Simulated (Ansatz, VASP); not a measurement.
## Ba in VASP and in Ansatz

The input INCAR:

```
PREC = Accurate ; ENCUT = 520
EDIFF = 1E-6 ; ISMEAR = -1
SIGMA = 0.08 ; LREAL = F
LASPH = T ; NELM = 80
ALGO = Normal ; ISIF = 2
LWAVE = F ; LCHARG = F
GGA = PE ; NBANDS = 11
```

The input KPOINTS:

```
Automatic mesh
0
Gamma
  10 10 9
```

POSCAR

```
Ba
1.0
    4.1201239747      0.0000000000      0.0000000000
   -2.0600619874      3.5681320288      0.0000000000
    0.0000000000      0.0000000000      3.8071235110
Ba
1
Direct
    0.0000000000      0.0000000000      0.0000000000
```

Input for Ansatz:

```yaml
crystal:
  lattice:
    - [4.1201239747, 0.0, 0.0]
    - [-2.0600619874, 3.5681320288, 0.0]
    - [0.0, 0.0, 3.807123511]
  atoms:
    - { symbol: Ba, position: [0.0, 0.0, 0.0] }
kpoints:
  mp_grid: { grid: [10, 10, 9] }
scf:
  occupations: { method: fermi_dirac, width: 0.08 }
hamiltonian:
  xc: pbe
  pseudopotentials: { kind: paw }
output:
  forces: true
  stress: true
  eigenvalues: true
  populations: true
```

Change from the starting cell: volume scaled by 0.9, PAW files.

Alike in both runs: task single point; functional PBE; k mesh 10 × 10 × 9; occupations fermi-dirac, width 0.08 eV; no spin polarisation.

|  | VASP | Ansatz |
| --- | --- | --- |
| version | VASP 6.6.1 | Ansatz 0.2.0 |
| potentials or method | VASP PAW PBE potentials, release 64 (Ba_sv) | PAW with Ansatz's default frozen-core files, scalar-relativistic |
| plane-wave cutoff (eV) | 520 | 420 |
| valence electrons in the cell | 10 | 10 |

```tsv
	VASP	Ansatz	Ansatz less VASP
pressure (GPa)	1.1	1.0	-0.15
largest component of the traceless stress (GPa)	0.07	0.00	-0.070
```

Spin-orbit coupling is left out, which matters for the levels of Ba.
